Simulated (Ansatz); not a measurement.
Runs of Ansatz 0.2.0 on CuAu. It takes space group P4/mmm (No. 123, tetragonal). Conventional cell: a = 2.811 Å, b = 2.811 Å, c = 3.685 Å, α = 90.00°, β = 90.00°, γ = 90.00°. Au (site symmetry 4/mmm) has 8 Cu at 2.71 Å and 4 Au at 2.81 Å as nearest neighbours. Around Cu (site symmetry 4/mmm) lie 8 Au at 2.71 Å and 4 Cu at 2.81 Å. 

| level | cutoff (eV) | gap on the mesh (eV) | pressure (GPa) |
| --- | --- | --- | --- |
| revPBE | 420 | none | 7.4 |
| PBE0 | 420 | none | 1.9 |
| BLYP | 420 | none | 14.1 |
| HSE06 | 420 | none | 1.9 |
| LDA | 420 | none | (a) |
| r2SCAN | 500 | none | -0.7 |
| r2SCAN0 | 500 | none | -0.7 |
| RPBE | 420 | none | (b) |
| PBEsol | 420 | none | -4.2 |

Alike in all rows: task projected density of states; potentials or basis Ansatz PAW; no spin polarisation; cell as given; k mesh 5 × 5 × 4; smearing fermi-dirac 0.05 eV; the mesh is coarse, so values aren't converged.

Task: Fill in the values left out.

Result: (a) -9.4; (b) 8.6.

Caveats: all runs use coarse meshes; the PAW data sets come from PBE, with cores solved anew for the run's functional, which leaves a small shift of forces and pressure; the density of states is complete only up to the lowest level of the last band computed; the thresholds are loose for stress (some runs).

A k mesh can miss the band edges, and the runs leave out spin-orbit coupling on Au.

A gap of «none» marks a metal or a gap under the smearing width.

Runs at the PBE level aren't shown here.
